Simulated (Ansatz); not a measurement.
# SnO: the cost of one run

Program: Ansatz 0.2.0. Level of theory: DFT PBE+D3(BJ), scalar-relativistic, plane waves, PAW. These are calculated values, not measurements.

7 further runs of the same task are left out: 7 set aside as unsound or not needed.

## 1. The starting structure

Symmetry: P4/nmm, No. 129, tetragonal system. The conventional cell has a = 3.836 Å, b = 3.836 Å, c = 4.761 Å, α = 90.00°, β = 90.00°, γ = 90.00°. Around Sn (site symmetry 4mm) lie 4 O at 2.24 Å. O (site symmetry -4m2) is surrounded by 4 Sn at 2.24 Å.

Coordinates:

```xyz
8
Lattice="2.7126 -2.7126 0.0000 2.7126 2.7126 0.0000 0.0000 0.0000 9.5224" Properties=species:S:1:pos:R:3 pbc="T T T"
Sn    2.7126   -1.3563    8.3000
Sn    2.7126    1.3563    1.2224
Sn    2.7126   -1.3563    3.5388
Sn    2.7126    1.3563    5.9836
O     1.3563    0.0000    2.3806
O     4.0689    0.0000    7.1418
O     1.3563    0.0000    7.1418
O     4.0689    0.0000    2.3806
```

It goes back to an entry of the Materials Project, which need not be the stable form.

It is the result of an earlier relaxation at this level (volume 17.52 Å³/atom; gap on the mesh: none (metal)).

## 3. Setting up the map

Atoms count from 1 in the order of the input.

The upper layer of a bilayer is slid over the lower one; relaxed at each slide: nothing; the origin of the map has Sn5 above Sn4; the distance between the facing planes is held at 3.80 Å.

The axes are (1) slide of the upper layer along the first cell vector, from Sn5 above Sn4: 8 values from 0.000 to 0.875, periodic; (2) slide of the upper layer along the second cell vector, from Sn5 above Sn4: 8 values from 0.000 to 0.875, periodic.

Nothing else is relaxed. Points are written as (first, second).

The two vectors of the plane (Å): (3.820, 0.000, 0.000); (0.000, 3.820, 0.000).

(The set-up runs are not shown.)

## 4. Grid point (0/8, 0/8) of the map's two axes

Contents of input.yaml:

```yaml
crystal:
  lattice:
    - [3.8201636883, 0.0, 0.0]
    - [0.0, 3.8201636883, 0.0]
    - [0.0, 0.0, 22.2260802162]
  atoms:
    - { symbol: Sn, position: [0.75, 0.25, 0.2024648501] }
    - { symbol: O, position: [0.25, 0.25, 0.2556240236] }
    - { symbol: O, position: [0.75, 0.75, 0.2556240236] }
    - { symbol: Sn, position: [0.25, 0.75, 0.3087831971] }
    - { symbol: Sn, position: [0.25, 0.75, 0.479753515] }
    - { symbol: O, position: [-0.25, 0.75, 0.5329126885] }
    - { symbol: O, position: [0.25, 1.25, 0.5329126885] }
    - { symbol: Sn, position: [-0.25, 1.25, 0.586071862] }
basis:
  ecutwfc: 420
kpoints:
  mp_grid: { grid: [7, 7, 1] }
hamiltonian:
  xc: pbe
  pseudopotentials: { kind: paw, azcp: { folder: soft_1 } }
  dispersion: d3bj
scf:
  occupations: { method: gaussian, width: 0.05 }
output:
  forces: true
  eigenvalues: true
efield:
  axis: 3
  dipole_correction: true
  ramp_width: 0.04
```

The run is started by

```bash
$ ansatz run input.yaml --threads 2 --pin off --max-ram 6144MiB --backend cpu --events-out ev --progress --plain --runs-dir out
```

Q: Estimate wall time and peak memory on 2 threads of Arm Neoverse V2, shared host.

About 10 s, with a peak of 0.54 GiB.
